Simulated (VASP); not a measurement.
The system is Hf.

```
CELL_PARAMETERS angstrom
2.97068 -1.96339 0.00000
2.97068 1.96339 0.00000
0.00000 0.00000 8.00917
ATOMIC_POSITIONS crystal
Hf 0.85000 0.15000 0.11700
Hf 0.65000 0.35000 0.61700
Hf 0.15000 0.85000 0.88300
Hf 0.35000 0.65000 0.38300
```

The cell was built by a generator and needn't be a form met in nature.

```yaml
Program: VASP 6.6.1
Task: relaxation of cell and atoms
Functional: PBE
Potentials_or_basis: VASP PAW PBE potentials, release 64 (Hf_pv)
Cutoff: 600 eV
k_mesh: 6 × 6 × 2
Occupations: gaussian, width 0.1 eV
Spin: no spin polarisation
```

At the start: pressure 6.5 GPa; volume 23.36 Å³/atom.

How do energy, volume and symmetry change on relaxing?

Over 35 steps the energy falls by 1309.1 meV/atom and the volume is 22.52 Å³/atom (-3.6 %); space group I4/mmm (No. 139, to 0.05 Å).

Step by step:
| step | energy change (eV) | largest force (eV/Å) | pressure (GPa) | volume (Å³) |
| --- | --- | --- | --- | --- |
| 1 | 0.0000 | 6.7181 | 6.54 | 93.43 |
| 2 | -4.1132 | 0.6719 | -7.22 | 103.53 |
| 3 | -4.1284 | 0.7098 | -7.11 | 103.70 |
| 4 | -4.5936 | 1.2405 | 9.45 | 87.75 |
| 5 | -4.6944 | 1.0297 | 3.64 | 91.98 |
| 6 | -4.8872 | 0.1112 | -0.85 | 93.99 |
| 7 | -4.8876 | 0.1163 | -0.66 | 93.91 |
| 8 | -4.9418 | 0.1629 | -0.09 | 93.00 |
| 9 | -4.9751 | 0.2996 | 0.91 | 91.71 |
| 10 | -4.9782 | 0.3629 | 1.42 | 91.10 |
| 11 | -4.9983 | 0.2189 | -1.02 | 92.54 |
| 12 | -4.9983 | 0.2250 | -0.90 | 92.47 |
| 13 | -5.0163 | 0.1960 | -0.54 | 91.67 |
| 14 | -5.0647 | 0.3125 | 1.24 | 89.32 |
| 15 | -4.9881 | 0.2751 | 7.08 | 84.72 |
| 16 | -5.0819 | 0.2579 | 2.40 | 88.13 |
| 17 | -5.0833 | 0.1785 | 3.16 | 87.45 |
| 18 | -5.0863 | 0.1571 | 3.22 | 87.39 |
| 19 | -5.0926 | 0.1049 | 3.44 | 87.22 |
| 20 | -5.0928 | 0.1557 | 3.99 | 86.87 |
| 21 | -5.0947 | 0.1089 | 3.72 | 87.04 |
| 22 | -5.1047 | 0.1126 | 3.35 | 87.32 |
| 23 | -5.1304 | 0.1219 | 2.30 | 88.15 |
| 24 | -5.1624 | 0.1340 | 0.28 | 89.84 |
| 25 | -5.1535 | 0.1403 | -3.33 | 93.26 |
| 26 | -5.1701 | 0.1390 | -1.25 | 91.24 |
| 27 | -5.1791 | 0.1368 | -1.13 | 91.12 |
| 28 | -5.2018 | 0.1381 | -0.68 | 90.73 |
| 29 | -5.2244 | 0.1524 | 0.30 | 89.89 |
| 30 | -5.2245 | 0.1525 | 0.40 | 89.81 |
| 31 | -5.2297 | 0.1207 | 0.07 | 90.09 |
| 32 | -5.2325 | 0.0721 | -0.47 | 90.54 |
| 33 | -5.2352 | 0.0458 | 0.01 | 90.09 |
| 34 | -5.2355 | 0.0354 | 0.26 | 89.88 |
| 35 | -5.2366 | 0.0267 | 0.00 | 90.09 |

Final structure:
```yaml
crystal:
  lattice:
    - [2.23287, -2.22178, 0.00000]
    - [2.23287, 2.22178, 0.00000]
    - [0.00000, 0.00000, 9.08026]
  atoms:
    - { symbol: Hf, position: [0.75211, 0.24789, 0.12506] }
    - { symbol: Hf, position: [0.74789, 0.25211, 0.62506] }
    - { symbol: Hf, position: [0.24789, 0.75211, 0.87494] }
    - { symbol: Hf, position: [0.25211, 0.74789, 0.37494] }
```

Caveat: the k mesh is coarse (spacing up to 0.39 Å⁻¹), so the values aren't converged.
